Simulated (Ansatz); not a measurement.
A run of Ansatz 0.2.0:

The input input.yaml:

```yaml
crystal:
  lattice:
    - [4.15, 0.0, 0.0]
    - [-2.075, 3.5940054257, 0.0]
    - [0.0, 0.0, 6.737]
  atoms:
    - { symbol: Cd, position: [0.6666666667, 0.3333333333, 0.5] }
    - { symbol: Cd, position: [0.3333333333, 0.6666666667, 0.0] }
    - { symbol: S, position: [0.6666666667, 0.3333333333, 0.875] }
    - { symbol: S, position: [0.3333333333, 0.6666666667, 0.375] }
hamiltonian:
  xc: lc_wpbe
  pseudopotentials: { kind: paw }
kpoints:
  mp_grid: { grid: [4, 4, 2] }
scf:
  occupations: { method: fermi_dirac, width: 0.05 }
output:
  forces: true
  stress: true
relax:
  f_tol: 0.01
  max_steps: 40
  cell: { stress_tol: 0.05 }
```

Potentials or basis: Ansatz PAW.

The run is started by

```console
$ ansatz run input.yaml --threads 2 --pin off --max-ram 5632MiB --backend cpu --events-out ev --progress --plain --runs-dir out
```

Hardware: 2 threads of Arm Neoverse V1, on a shared host.

Question: Estimate the wall time of this run.

Answer: Wall time 110 s on 2 threads of Arm Neoverse V1, on a shared host, peak memory 1.1 GiB. Counts: scf iterations 86, plane waves 1883, k points 8, bands 32, ion steps 5.
